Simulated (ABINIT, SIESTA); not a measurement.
Given: the input of a run of ABINIT 10.8.3 (patched build) on Ti. Atoms were shifted at random by some hundredths of an Å from the given cell, which wasn't relaxed again for these runs. This isn't the form of Ti at room conditions, which is hcp.

run.abi

```
# Pseudopotentials
pp_dirpath "./"
pseudos "Ti.upf"

# Structure
acell 3*1.0 Angstrom
rprim
     4.5673748306     0.0000000000     0.0000000000
    -2.2836874153     3.9554626319     0.0000000000
     0.0000000000     0.0000000000     2.8262442700
ntypat 1
znucl 22
natom 3
typat 1 1 1
xred
     0.6669950000     0.3336940000     0.5043550000
     0.3397980000     0.6712840000     0.4801160000
     0.0062610000     0.0053370000     0.0032540000
chkprim 0
chksymtnons 0
tolsym 1.0e-6

# Plane-wave basis
ecut 1142.878222 eV

# k points
kptopt 1
ngkpt 7 7 9
nshiftk 1
shiftk 0.0 0.0 0.0

# Exchange and correlation
ixc -116133

# Bands and occupations
nband 22
occopt 3
tsmear 0.00183747

# SCF cycle
nstep 100
tolvrs 1.0e-10

# Output
iomode 3
prtwf 0
prtden 0
prteig 0
prtebands 0
enunit 1
```

Potentials or basis: PseudoDojo NC SR PBEsol v0.4.1 standard.

The run is started by

```bash
$ abinit run.abi > log 2>&1
```

Question: Translate it to SIESTA 5.4.2. Potentials or basis there: files PseudoDojo sr-pbesol-0.4.1-standard, DZP (energy shift 0.003 Ry; two zetas on semicore shells).

Answer: As run (cutoffs and basis follow the program's own potentials, and thresholds, step limits or extra output files can differ):

Ti.fdf

```
SystemName                      Ti
SystemLabel                     Ti
NumberOfSpecies                 1
NumberOfAtoms                   3
%block ChemicalSpeciesLabel
  1  22 Ti
%endblock ChemicalSpeciesLabel

LatticeConstant                 1.0 Ang
%block LatticeVectors
     4.5673748306     0.0000000000     0.0000000000
    -2.2836874153     3.9554626319     0.0000000000
     0.0000000000     0.0000000000     2.8262442700
%endblock LatticeVectors
AtomicCoordinatesFormat         Fractional
%block AtomicCoordinatesAndAtomicSpecies
     0.6669950000     0.3336940000     0.5043550000  1  Ti
     0.3397980000     0.6712840000     0.4801160000  1  Ti
     0.0062610000     0.0053370000     0.0032540000  1  Ti
%endblock AtomicCoordinatesAndAtomicSpecies

%block kgrid.MonkhorstPack
    7   0   0  0.0
    0   7   0  0.0
    0   0   9  0.0
%endblock kgrid.MonkhorstPack
XC.Functional                   GGA
XC.Authors                      PBEsol
PAO.BasisSize                   DZP
PAO.EnergyShift                 0.003 Ry
Mesh.Cutoff                     800 Ry
OccupationFunction              FD
ElectronicTemperature           0.05 eV
MaxSCFIterations                120
SCF.MustConverge                false
SCF.Mixer.Method                Pulay
SCF.Mixer.Weight                0.25
SCF.Mixer.History               8
SCF.DM.Tolerance                5.0e-05
SCF.H.Tolerance                 1.0e-03 eV
WriteForces                     true
Charge.Mulliken                 end
%block PAO.Basis
  Ti 5
  n=3 0 2
    3.151 0.000
  n=4 0 2
    8.703 0.000
  n=3 1 2
    3.568 0.000
  n=4 1 1
    8.703
  n=3 2 2
    6.267 0.000
%endblock PAO.Basis
```

Potentials or basis: PseudoDojo 0.4 standard (PBEsol files), converted to PSML, two zetas on semicore shells, DZP (energy shift 0.003 Ry; two zetas on semicore shells).

Launch:

```bash
$ siesta Ti.fdf > Ti.out 2>&1
```

Both were run:

|  | ABINIT | SIESTA |
| --- | --- | --- |
| Pressure | -3.7 GPa | -3.3 GPa |
| Largest force | 0.203 eV/Å | 0.206 eV/Å |

Pressure is positive in compression.
